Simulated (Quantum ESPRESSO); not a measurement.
# TiTe (P6_3/mmc) in Quantum ESPRESSO: reference runs

Aim: a first look at TiTe with PBEsol, on the cell as given and on a disturbed one.

Program: Quantum ESPRESSO 7.5. These are calculated values, not measurements. Logs are shortened: lines on timing, memory, paths and dates and some standing lists are left out, and cuts for length are marked.

## (1) Starting point

The structure is hexagonal, space group P6_3/mmc (No. 194). The conventional cell has a = 3.842 Å, b = 3.842 Å, c = 6.403 Å, α = 90.00°, β = 90.00°, γ = 120.00°. Around Te (site symmetry -6m2) lie 6 Ti at 2.74 Å. Around Ti (site symmetry -3m) lie 6 Te at 2.74 Å.

## (2) Single point, PBEsol

pw.in reads:

```
&CONTROL
  calculation = 'scf'
  prefix = 'pwscf'
  outdir = './tmp'
  pseudo_dir = './pseudo'
  tprnfor = .true.
  tstress = .true.
  disk_io = 'low'
/
&SYSTEM
  ibrav = 0
  celldm(1) = 8
  nat = 4
  ntyp = 2
  ecutwfc = 45
  ecutrho = 360
  nbnd = 26
  occupations = 'smearing'
  smearing = 'fd'
  degauss = 0.00367493
/
&ELECTRONS
  conv_thr = 8d-10
  electron_maxstep = 120
  mixing_beta = 0.5
/
ATOMIC_SPECIES
Te   127.6000 te_pbesol_v1.uspp.F.UPF
Ti    47.8670 ti_pbesol_v1.4.uspp.F.UPF
CELL_PARAMETERS alat
  0.9075409713515   0.0000000000000   0.0000000000000
 -0.4537704856758   0.7859535361562   0.0000000000000
  0.0000000000000   0.0000000000000   1.5124895469974
ATOMIC_POSITIONS crystal
Te     0.6666666667    0.3333333333    0.7500000000
Te     0.3333333333    0.6666666667    0.2500000000
Ti     0.0000000000    0.0000000000    0.5000000000
Ti     0.0000000000    0.0000000000    0.0000000000
K_POINTS automatic
8 8 4 0 0 0
```

pp_density.in reads:

```
&INPUTPP
  prefix = 'pwscf'
  outdir = './tmp'
  filplot = 'density.dat'
  plot_num = 0
/
&PLOT
  nfile = 1
  filepp(1) = 'density.dat'
  iflag = 3
  output_format = 6
  fileout = 'density.cube'
/
```

pp_potential.in reads:

```
&INPUTPP
  prefix = 'pwscf'
  outdir = './tmp'
  filplot = 'potential.dat'
  plot_num = 11
/
&PLOT
  nfile = 1
  filepp(1) = 'potential.dat'
  iflag = 3
  output_format = 6
  fileout = 'potential.cube'
/
```

Potentials or basis: GBRV 1.5 PBEsol.

On the command line:

```bash
OMP_NUM_THREADS=1 mpirun -n 2 pw.x -nk 2 -in pw.in > pw.out
OMP_NUM_THREADS=1 mpirun -n 1 pp.x -in pp_density.in > pp_density.out
OMP_NUM_THREADS=1 mpirun -n 1 pp.x -in pp_potential.in > pp_potential.out
```

pw.out:

```text
This program is part of the open-source Quantum ESPRESSO suite
     for quantum simulation of materials; please cite
[... 6 lines left out ...]
     using ibrav=0 with symmetry is DISCOURAGED, use correct ibrav instead

     K-points division:     npool     =       2
     Subspace diagonalization in iterative solution of the eigenvalue problem:
     a serial algorithm will be used

     G-vector sticks info
     --------------------
     sticks:   dense  smooth     PW     G-vecs:    dense   smooth      PW
     Sum        1285     649    199                63733    22539    3695

     Using Slab Decomposition

     bravais-lattice index     =            0
     lattice parameter (alat)  =       8.0000  a.u.
     unit-cell volume          =     552.3641 (a.u.)^3
     number of atoms/cell      =            4
     number of atomic types    =            2
     number of electrons       =        36.00
     number of Kohn-Sham states=           26
     kinetic-energy cutoff     =      45.0000  Ry
     charge density cutoff     =     360.0000  Ry
     scf convergence threshold =      8.0E-10
     mixing beta               =       0.5000
     number of iterations used =            8  plain     mixing
     Exchange-correlation= SLA  PW   PSX  PSC
                           (   1   4  10   8   0   0   0)

     celldm(1)=   8.000000  celldm(2)=   0.000000  celldm(3)=   0.000000
     celldm(4)=   0.000000  celldm(5)=   0.000000  celldm(6)=   0.000000

     crystal axes: (cart. coord. in units of alat)
               a(1) = (   0.907541   0.000000   0.000000 )
               a(2) = (  -0.453770   0.785954   0.000000 )
               a(3) = (   0.000000   0.000000   1.512490 )

     reciprocal axes: (cart. coord. in units 2 pi/alat)
               b(1) = (  1.101879  0.636170 -0.000000 )
               b(2) = (  0.000000  1.272340  0.000000 )
               b(3) = (  0.000000 -0.000000  0.661162 )

     PseudoPot. # 1 for Te read from file:
     te_pbesol_v1.uspp.F.UPF
     Pseudo is Ultrasoft + core correction, Zval =  6.0
     Generated by new atomic code, or converted to UPF format
     Using radial grid of  891 points,  5 beta functions with:
                l(1) =   0
                l(2) =   0
                l(3) =   1
                l(4) =   1
                l(5) =   2
     Q(r) pseudized with  6 coefficients,  rinner =    1.800   1.800   1.800
                                                       1.800   1.800

     PseudoPot. # 2 for Ti read from file:
     ti_pbesol_v1.4.uspp.F.UPF
     Pseudo is Ultrasoft + core correction, Zval = 12.0
     Generated by new atomic code, or converted to UPF format
     Using radial grid of  851 points,  6 beta functions with:
                l(1) =   0
                l(2) =   0
                l(3) =   1
                l(4) =   1
                l(5) =   2
                l(6) =   2
     Q(r) pseudized with  6 coefficients,  rinner =    1.000   1.000   1.000
                                                       1.000   1.000

     atomic species   valence    mass     pseudopotential
     Te                6.00   127.60000     Te( 1.00)
     Ti               12.00    47.86700     Ti( 1.00)

     24 Sym. Ops., with inversion, found (12 have fractional translation)

   Cartesian axes

     site n.     atom                  positions (alat units)
         1        Te     tau(   1) = (   0.4537705   0.2619845   1.1343672  )
         2        Te     tau(   2) = (  -0.0000000   0.5239690   0.3781224  )
         3        Ti     tau(   3) = (   0.0000000   0.0000000   0.7562448  )
         4        Ti     tau(   4) = (   0.0000000   0.0000000   0.0000000  )

     number of k points=    30  Fermi-Dirac smearing, width (Ry)=  0.0037
                       cart. coord. in units 2pi/alat
        k(    1) = (   0.0000000   0.0000000   0.0000000), wk =   0.0078125
        k(    2) = (   0.0000000   0.0000000   0.1652904), wk =   0.0156250
        k(    3) = (   0.0000000   0.0000000  -0.3305808), wk =   0.0078125
        k(    4) = (   0.0000000   0.1590425   0.0000000), wk =   0.0468750
        k(    5) = (   0.0000000   0.1590425   0.1652904), wk =   0.0937500
        k(    6) = (   0.0000000   0.1590425  -0.3305808), wk =   0.0468750
[... 22 lines left out ...]
        k(   29) = (   0.2754697   0.6361699   0.1652904), wk =   0.0937500
        k(   30) = (   0.2754697   0.6361699  -0.3305808), wk =   0.0468750

     Dense  grid:    63733 G-vectors     FFT dimensions: (  45,  45,  80)

     Smooth grid:    22539 G-vectors     FFT dimensions: (  32,  32,  54)

     Check: negative core charge=   -0.000003

     Initial potential from superposition of free atoms

     starting charge      33.9995, renormalised to      36.0000

     negative rho (up, down):  1.480E-03 0.000E+00
     Starting wfcs are   28 randomized atomic wfcs

     Self-consistent Calculation

     iteration #  1     ecut=    45.00 Ry     beta= 0.50
     Davidson diagonalization with overlap
     ethr =  1.00E-02,  avg # of iterations =  3.2

     Threshold (ethr) on eigenvalues was too large:
     Diagonalizing with lowered threshold

     Davidson diagonalization with overlap
     ethr =  6.59E-04,  avg # of iterations =  2.3

     negative rho (up, down):  1.357E-03 0.000E+00

     total energy              =    -291.27400218 Ry
     estimated scf accuracy    <       0.26339093 Ry

     iteration #  2     ecut=    45.00 Ry     beta= 0.50
     Davidson diagonalization with overlap
     ethr =  7.32E-04,  avg # of iterations =  3.9

     negative rho (up, down):  1.190E-03 0.000E+00

     total energy              =    -291.30591857 Ry
     estimated scf accuracy    <       0.17287974 Ry

     iteration #  3     ecut=    45.00 Ry     beta= 0.50
     Davidson diagonalization with overlap
     ethr =  4.80E-04,  avg # of iterations =  2.6
[... 51 lines left out ...]
     iteration #  9     ecut=    45.00 Ry     beta= 0.50
     Davidson diagonalization with overlap
     ethr =  1.77E-10,  avg # of iterations =  3.9

     negative rho (up, down):  9.895E-04 0.000E+00

     total energy              =    -291.34490606 Ry
     estimated scf accuracy    <          2.4E-09 Ry

     iteration # 10     ecut=    45.00 Ry     beta= 0.50
     Davidson diagonalization with overlap
     ethr =  6.77E-12,  avg # of iterations =  2.4

     negative rho (up, down):  9.895E-04 0.000E+00

     End of self-consistent calculation

          k = 0.0000 0.0000 0.0000 (  2791 PWs)   bands (ev):

   -44.8124 -44.7980 -21.2553 -21.2553 -21.2515 -21.2362 -21.2362 -21.0776
    -1.8133  -0.0628   5.1160   8.5480   8.5480  10.5806  11.1937  11.3957
    11.3957  11.6614  11.6614  11.7896  11.7896  13.2973  13.2973  14.6049
    15.1160  16.3950

          k = 0.0000 0.0000 0.1653 (  2840 PWs)   bands (ev):

   -44.8103 -44.8001 -21.2525 -21.2525 -21.2390 -21.2390 -21.2263 -21.1034
    -1.6240  -0.4262   5.8178   8.7547   8.7547   9.3803  10.3309  10.3309
    11.6871  11.8135  11.8135  12.5487  12.5487  13.5384  13.5384  13.6706
    15.9667  15.9668

          k = 0.0000 0.0000-0.3306 (  2822 PWs)   bands (ev):

   -44.8052 -44.8052 -21.2457 -21.2457 -21.2457 -21.2457 -21.1652 -21.1652
    -1.1013  -1.1013   7.4637   7.4637   9.3629   9.3629   9.3629   9.3629
    12.2150  12.2150  12.2150  12.2150  12.5456  12.5456  14.8337  14.8337
    14.8337  14.8337
[... 52 lines left out ...]
   -44.8078 -44.7977 -21.2923 -21.2736 -21.2617 -21.2466 -21.2153 -21.0972
    -0.4131   0.0546   5.9290   6.4841   7.7617   8.6068   8.6469   9.2068
    10.7000  11.9884  12.6927  13.0231  13.1395  13.6021  13.7339  14.5140
    15.0604  15.3875

          k = 0.0000 0.4771-0.3306 (  2816 PWs)   bands (ev):

   -44.8028 -44.8028 -21.2830 -21.2830 -21.2541 -21.2541 -21.1565 -21.1565
    -0.1833  -0.1833   6.0434   6.0434   8.4874   8.4874   8.8892   8.8892
    11.3125  11.3125  12.8277  12.8277  13.3665  13.3665  14.3675  14.3675
    14.7288  14.7288

          k = 0.0000-0.6362 0.0000 (  2818 PWs)   bands (ev):

   -44.8095 -44.7952 -21.3032 -21.2754 -21.2664 -21.2447 -21.2374 -21.0716
    -0.0006   0.0065   5.4202   7.0166   7.7202   7.7463   8.4431   9.2515
    10.2961  12.1900  12.8348  13.0192  13.1185  13.4128  13.6855  14.5528
    15.3335  15.6355

          k = 0.0000-0.6362 0.1653 (  2800 PWs)   bands (ev):

   -44.8074 -44.7973 -21.2991 -21.2794 -21.2633 -21.2479 -21.2134 -21.0961
     0.0103   0.0146   5.4370   6.3147   8.0135   8.3280   8.5439   9.1095
    10.5907  11.9684  13.0588  13.0592  13.1898  13.4392  13.5973  14.6170
    14.7217  15.2356

          k = 0.0000-0.6362-0.3306 (  2824 PWs)   bands (ev):

   -44.8023 -44.8023 -21.2893 -21.2893 -21.2556 -21.2556 -21.1551 -21.1551
     0.0219   0.0219   5.6766   5.6766   8.4533   8.4533   8.8073   8.8073
    11.3158  11.3158  13.1457  13.1457  13.3751  13.3751  14.0517  14.0517
    14.9555  14.9555

          k = 0.1377 0.2386 0.0000 (  2804 PWs)   bands (ev):

   -44.8112 -44.7969 -21.2735 -21.2605 -21.2511 -21.2459 -21.2402 -21.0752
    -1.3070   0.0570   5.7595   7.7517   8.3837   8.5479   9.5083   9.6020
    10.9302  12.1938  12.6726  12.7121  12.8389  13.2189  14.3055  14.5074
    14.8532  15.0574

          k = 0.1377 0.2386 0.1653 (  2809 PWs)   bands (ev):

   -44.8091 -44.7990 -21.2703 -21.2575 -21.2545 -21.2432 -21.2211 -21.1005
    -1.1477  -0.2003   6.1672   7.9741   8.0197   8.6404   9.2981   9.4337
    11.3950  11.9058  12.2889  12.6355  13.0539  13.7678  13.8262  14.1129
    14.8106  15.1297
[... 80 lines left out ...]
   -44.8071 -44.7970 -21.2905 -21.2778 -21.2718 -21.2607 -21.2121 -21.0954
     0.1261   0.1596   5.9911   6.5283   6.9683   7.9248   8.1768   8.2876
    11.9087  12.1800  12.5581  13.0223  13.1733  13.2861  13.5785  14.1738
    15.0941  15.1046

          k = 0.2755 0.6362-0.3306 (  2806 PWs)   bands (ev):

   -44.8020 -44.8020 -21.2812 -21.2812 -21.2692 -21.2692 -21.1540 -21.1540
     0.1477   0.1477   6.1869   6.1869   7.2953   7.2953   8.5016   8.5016
    11.8736  11.8736  12.8340  12.8340  13.3274  13.3274  13.7546  13.7546
    15.8335  15.8335

     the Fermi energy is    12.2695 ev

!    total energy              =    -291.34490606 Ry
     estimated scf accuracy    <          7.7E-10 Ry
     smearing contrib. (-TS)   =      -0.00241002 Ry
     internal energy E=F+TS    =    -291.34249605 Ry

     The total energy is F=E-TS. E is the sum of the following terms:
     one-electron contribution =    -104.67769518 Ry
     hartree contribution      =      66.74230416 Ry
     xc contribution           =     -64.99485316 Ry
     ewald contribution        =    -188.41225187 Ry

     convergence has been achieved in  10 iterations

     negative rho (up, down):  9.895E-04 0.000E+00

     Forces acting on atoms (cartesian axes, Ry/au):

     atom    1 type  1   force =     0.00000000   -0.00000000    0.00000000
     atom    2 type  1   force =     0.00000000    0.00000000    0.00000000
     atom    3 type  2   force =     0.00000000    0.00000000    0.00000000
     atom    4 type  2   force =     0.00000000    0.00000000    0.00000000

     Total force =     0.000000     Total SCF correction =     0.000000

     Computing stress (Cartesian axis) and pressure

     negative rho (up, down):  9.895E-04 0.000E+00
          total   stress  (Ry/bohr**3)                   (kbar)     P=       37.11
   0.00013681   0.00000000  -0.00000000           20.12        0.00       -0.00
   0.00000000   0.00013681   0.00000000            0.00       20.12        0.00
  -0.00000000   0.00000000   0.00048315           -0.00        0.00       71.07

=------------------------------------------------------------------------------=
   JOB DONE.
=------------------------------------------------------------------------------=
```

It took 16 s on 2 MPI ranks of AMD EPYC 9R45 (Zen 5), shared host; peak memory 0.38 GiB.

What came out:

* Free energy: -3963.9494 eV
* Pressure: 3.7 GPa
* Band gap on the k mesh: none (metal or under the smearing width)

## (3) Single point, PBEsol (atoms moved at random, drawn with an rms of 0.05 Å)

pw.in reads:

```
&CONTROL
  calculation = 'scf'
  prefix = 'pwscf'
  outdir = './tmp'
  pseudo_dir = './pseudo'
  tprnfor = .true.
  tstress = .true.
  disk_io = 'nowf'
/
&SYSTEM
  ibrav = 0
  nat = 4
  ntyp = 2
  ecutwfc = 45
  ecutrho = 360
  nbnd = 26
  occupations = 'smearing'
  smearing = 'fd'
  degauss = 0.00367493
/
&ELECTRONS
  conv_thr = 8d-10
  electron_maxstep = 120
  mixing_beta = 0.5
/
ATOMIC_SPECIES
Te   127.6000 te_pbesol_v1.uspp.F.UPF
Ti    47.8670 ti_pbesol_v1.4.uspp.F.UPF
CELL_PARAMETERS angstrom
   3.8420000000    0.0000000000    0.0000000000
  -1.9210000000    3.3272696013    0.0000000000
   0.0000000000    0.0000000000    6.4030000000
ATOMIC_POSITIONS crystal
Te     0.6780480000    0.3333160000    0.7564290000
Te     0.3395530000    0.6661550000    0.2463310000
Ti     0.0056240000    0.0033350000    0.4986600000
Ti    -0.0102310000   -0.0019290000    0.0013040000
K_POINTS automatic
8 8 4 0 0 0
```

Potentials or basis: GBRV 1.5 PBEsol.

On the command line:

```bash
OMP_NUM_THREADS=1 mpirun -n 2 pw.x -nk 2 -in pw.in > pw.out
```

Wall time 51 s (2 MPI ranks of AMD EPYC 9R45 (Zen 5), shared host); peak memory 0.48 GiB.

The run converged. Its results:

```
Free energy            : -3963.9099 eV
Pressure               : 4.0 GPa
Largest force          : 0.683 eV/Å
Band gap on the k mesh : none (metal or under the smearing width)
```

Forces on the atoms (eV/Å):
```
Te  -0.428  0.042 -0.530
Te  -0.247  0.010  0.410
Ti   0.055 -0.106  0.149
Ti   0.621  0.054 -0.029
```

Stress tensor (GPa, compression positive):
```
 2.27 -0.30  0.03
-0.30  2.24 -0.15
 0.03 -0.15  7.34
```

Levels at points of the mesh, in eV from the Fermi level:
```csv
k point,band 14,band 15,band 16,band 17,band 18,band 19,band 20,band 21,band 22,band 23
"(0.00, 0.00, 0.00)",-1.70,-1.12,-0.95,-0.93,-0.54,-0.53,-0.47,-0.42,1.03,1.04
"(0.00, 0.00, -0.50)",-3.00,-2.81,-2.78,-0.10,-0.08,-0.04,-0.01,0.21,0.35,2.44
"(0.00, -0.50, 0.00)",-4.52,-3.81,-3.04,-1.94,-0.08,0.56,0.75,0.85,1.14,1.42
"(0.00, -0.50, -0.50)",-3.82,-3.47,-3.43,-0.97,-0.93,0.86,0.90,1.08,1.13,1.70
"(0.50, -0.50, 0.00)",-4.51,-3.81,-3.02,-1.96,-0.09,0.57,0.75,0.84,1.14,1.42
"(-0.50, 0.00, 0.00)",-4.49,-3.84,-3.02,-1.96,-0.06,0.56,0.76,0.86,1.15,1.42
"(0.50, -0.50, -0.50)",-3.81,-3.52,-3.39,-1.00,-0.90,0.85,0.90,1.08,1.13,1.68
"(-0.50, 0.00, -0.50)",-3.79,-3.48,-3.45,-0.95,-0.94,0.85,0.90,1.08,1.14,1.68
```

The run has no spin-orbit coupling, so splittings on Te are missing.
